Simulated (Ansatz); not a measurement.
# A Ba vacancy and an O vacancy in perovskite BaHfO3, 38 atoms, charge 0

How does the host give way around this defect, what does it cost to form, and which levels does it put into the gap? The levels of theory are PBEsol and HSE06.

Program: Ansatz 0.2.0, PAW, plane waves. These are calculated values, not measurements.

### Step 1. Starting point

38 atoms (7 Ba, 8 Hf, 23 O); a = 8.315 Å, b = 8.315 Å, c = 8.315 Å, α = 90.00°, β = 90.00°, γ = 90.00°. All atoms were shaken off their sites by about 0.02 Å along each axis. Defect site 1: (0.500, 0.500, 0.500). Defect site 2: (0.250, 0.250, 0.000).

Steps to follow: (2) PBEsol relaxation at the single k point (¼, ¼, ¼), on 8 threads of Intel Xeon Platinum 8259CL at 2.50GHz; (3) HSE06 single point at the single k point (¼, ¼, ¼), on 8 threads of Intel Xeon Platinum 8259CL at 2.50GHz.

### Step 2. Relaxation of the positions (PBEsol)

File in.yaml:

```yaml
crystal:
  lattice:
    - [8.315187, 0.000000, 0.000000]
    - [0.000000, 8.315187, 0.000000]
    - [0.000000, 0.000000, 8.315187]
  atoms:
    - { symbol: Ba, position: [0.999521, 0.994909, 0.001832] }
    - { symbol: Ba, position: [0.997913, 0.999161, 0.501008] }
    - { symbol: Ba, position: [0.996180, 0.493890, 0.999156] }
    - { symbol: Ba, position: [0.003068, 0.503429, 0.500648] }
    - { symbol: Ba, position: [0.501414, 0.999231, 0.996373] }
    - { symbol: Ba, position: [0.499351, 0.002398, 0.499946] }
    - { symbol: Ba, position: [0.500380, 0.497191, 0.998819] }
    - { symbol: Hf, position: [0.249450, 0.246858, 0.253606] }
    - { symbol: Hf, position: [0.257745, 0.256106, 0.749074] }
    - { symbol: Hf, position: [0.252125, 0.743365, 0.255499] }
    - { symbol: Hf, position: [0.249397, 0.750395, 0.755555] }
    - { symbol: Hf, position: [0.754227, 0.254384, 0.250894] }
    - { symbol: Hf, position: [0.749500, 0.254256, 0.750158] }
    - { symbol: Hf, position: [0.752386, 0.751162, 0.250885] }
    - { symbol: Hf, position: [0.752128, 0.746599, 0.747432] }
    - { symbol: O, position: [0.251937, 0.248758, 0.499702] }
    - { symbol: O, position: [0.248693, 0.753284, 0.001642] }
    - { symbol: O, position: [0.247770, 0.746251, 0.500611] }
    - { symbol: O, position: [0.751235, 0.247133, 0.995851] }
    - { symbol: O, position: [0.749814, 0.249209, 0.498249] }
    - { symbol: O, position: [0.750324, 0.751442, 0.001540] }
    - { symbol: O, position: [0.753752, 0.749471, 0.496692] }
    - { symbol: O, position: [0.999591, 0.249081, 0.249445] }
    - { symbol: O, position: [0.999451, 0.253687, 0.752163] }
    - { symbol: O, position: [0.996416, 0.752880, 0.250381] }
    - { symbol: O, position: [0.001014, 0.749671, 0.748550] }
    - { symbol: O, position: [0.502798, 0.246779, 0.253351] }
    - { symbol: O, position: [0.499174, 0.250310, 0.751993] }
    - { symbol: O, position: [0.499681, 0.747993, 0.253160] }
    - { symbol: O, position: [0.498364, 0.749581, 0.750719] }
    - { symbol: O, position: [0.248299, 0.000027, 0.248220] }
    - { symbol: O, position: [0.250798, 0.996710, 0.750771] }
    - { symbol: O, position: [0.247238, 0.502214, 0.247273] }
    - { symbol: O, position: [0.246463, 0.498395, 0.749251] }
    - { symbol: O, position: [0.746054, 0.994021, 0.258096] }
    - { symbol: O, position: [0.748687, 0.998941, 0.748909] }
    - { symbol: O, position: [0.750220, 0.505035, 0.253745] }
    - { symbol: O, position: [0.746437, 0.501876, 0.750358] }
  symmetry: { detect: false }
kpoints:
  mp_grid: { grid: [1, 1, 1], shift: [0.25, 0.25, 0.25] }
hamiltonian:
  xc: pbesol
scf:
  occupations: { method: fermi_dirac, width: 0.01 }
relax:
  f_tol: 0.03
  max_steps: 80
  escape_saddle: false
  adjacent_minimum: "off"
output:
  forces: true
  eigenvalues: true
  populations: true
```

Started as:

```
ansatz run in.yaml --threads 8 --pin off --max-ram 13300MiB --runs-dir r --events-out ev --progress --plain
```

The runs that follow: HSE06 single point.

Q: Predict the outcome of this session. Wanted: for each run, formation energy; host gap; top filled to lowest empty.

As calculated:

| level | time | formation energy (eV) | host gap (eV) | top filled to lowest empty (eV) |
| --- | --- | --- | --- | --- |
| PBEsol, relaxation | 31 s (8 CPU threads) | 9.57 | 3.40 | 3.05 |
| HSE06 | 2.5 min (8 CPU threads) | 9.56 | 5.06 | 4.47 |

```
     quantity                             value
   relaxation  7 recorded steps, 3.39 eV gained
largest shift                      0.30 Å (O27)
```

**Reading.** The relaxation lowers the energy by 3.39 eV; the largest shift is 0.30 Å (O27). The formation energy goes from 9.57 eV (PBEsol) to 9.56 eV (HSE06). The reservoirs are the elements' reference phases; where the defect changes the composition, the value depends on that choice. HSE06 shows no level inside the gap that the count of atoms sharing it marks as tightly localised. The host's edges were read at Γ, so band-like levels at this k point need not coincide with them. One k point and a cell of this size can leave errors of several tenths of an eV.
